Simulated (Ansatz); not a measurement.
MnO2:

```xyz
6
Lattice="1.4278 0.8243 9.2127 -1.4278 0.8243 9.2127 0.0000 -1.6487 9.2127" Properties=species:S:1:pos:R:3 pbc="T T T"
Mn    0.0000    0.0000    0.0000
Mn    0.0000    0.0000   13.8191
O     0.0000    0.0000   17.4749
O     0.0000    0.0000    5.5566
O     0.0000    0.0000   22.0815
O     0.0000    0.0000   10.1632
```

Measurements of this composition are mostly on another form, of space group No. 136.

* Program: Ansatz 0.2.0
* Task: single point
* Functional: PBE
* Potentials or basis: Ansatz PAW
* Cutoff: 420 eV (not typed: the program's choice for these potentials)
* k mesh: 11 × 11 × 11
* Occupations: fermi-dirac, width 0.05 eV
* Spin: collinear spin, ferromagnetic start
* Starting moments: [4.0, 4.0, 0.0, 0.0, 0.0, 0.0] μB

On this cell: pressure 4.8 GPa; largest force 0.201 eV/Å; net moment 6.00 μB per cell; site moments Mn +2.49; O +0.05 μB; band gap on the k mesh 0.86 eV, indirect (least direct gap 0.92 eV).

The same run follows on a disturbed copy (atoms moved at random, drawn with an rms of 0.05 Å):

```
CELL_PARAMETERS angstrom
1.42779 0.82434 9.21270
-1.42779 0.82434 9.21270
0.00000 -1.64867 9.21270
ATOMIC_POSITIONS crystal
Mn 0.99888 0.99933 0.99955
Mn 0.49667 0.51652 0.49128
O 0.66116 0.61500 0.62802
O 0.17691 0.21326 0.21230
O 0.79273 0.80309 0.80096
O 0.36267 0.37514 0.35980
```

Q: What does the disturbed cell give?

A: The energy moves by +33.7 meV/atom; pressure 10.1 GPa; largest force 2.257 eV/Å; net moment 6.00 μB per cell; site moments Mn +2.40, +2.43; O +0.07, +0.04, +0.05 μB; band gap on the k mesh 0.63 eV, indirect (least direct gap 0.66 eV).

Forces on the atoms (eV/Å):
```
Mn   0.464  0.212  0.983
Mn  -0.166 -0.589 -1.322
O   -1.046 -0.110 -1.998
O    0.398  0.522  0.981
O   -0.225  0.071  0.338
O    0.574 -0.106  1.017
```

Stress tensor (GPa, compression positive):
```
10.67 -0.80  4.89
-0.80  9.84  0.97
 4.89  0.97  9.80
```

Caveats: odd divisions of the mesh miss points on the zone boundary, where band edges often lie, so the gap on the mesh can be too wide; only a ferromagnetic start was run, and an antiferromagnetic order may lie lower in energy.

A k mesh can miss the band edges.
